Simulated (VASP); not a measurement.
Set up this calculation in VASP 6.6.1, as the native input.

| Quantity | Value |
| --- | --- |
| Task | relaxation of cell and atoms |
| Functional | LDA |
| Potentials or basis | VASP PAW LDA potentials, release 64 (Ga_d, P) |
| Cutoff | 600 eV |
| k mesh | 8 × 8 × 8 |
| Occupations | gaussian, width 0.03 eV |
| Spin | no spin polarisation |
| Further INCAR settings | ALGO = Normal; EDIFF = 1e-07; IBRION = 2; EDIFFG = -0.005; NSW = 90; ISIF = 3 |

The structure of GaP lies in POSCAR:

```
GaP                                     
1.0
   -0.0000000000      2.6966856200      2.6966856200
    2.6966856200      0.0000000000      2.6966856200
    2.6966856200      2.6966856200      0.0000000000
  Ga              P             
     1     1
Direct
     0.0000000000000000    0.0000000000000000    0.0000000000000000
     0.2500000000000000    0.2500000000000000    0.2500000000000000
```

The cell was built by a generator and needn't be a form met in nature.

These files were run (other wordings do the same):

INCAR

```
ALGO = Normal
EDIFF = 1E-7
EDIFFG = -0.005
ENCUT = 600
GGA = CA
IBRION = 2
ISIF = 3
ISMEAR = 0
LASPH = True
LCHARG = False
LREAL = False
LWAVE = False
NELM = 80
NSW = 90
PREC = Accurate
SIGMA = 0.03
```

KPOINTS

```
k-points
0
Gamma
  8 8 8
```

Potentials or basis: VASP PAW LDA potentials, release 64 (Ga_d, P).

Run with:

```sh
$ cat potpaw_LDA.64/Ga_d/POTCAR potpaw_LDA.64/P/POTCAR > POTCAR
$ mpirun -np 1 vasp_std > vasp.out
```

Results of the run:

```yaml
Pressure_after_relaxing: 0.0 GPa
Band_gap_on_the_k_mesh: 1.43 eV, indirect (least direct gap 1.90 eV)
```

Caveat: the relaxation stopped at its first step, so nothing moved.

It took 8.1 s on 1 thread of Intel(R) Xeon(R) Platinum 8559C (Emerald Rapids) (shared host), peak memory 0.15 GiB.
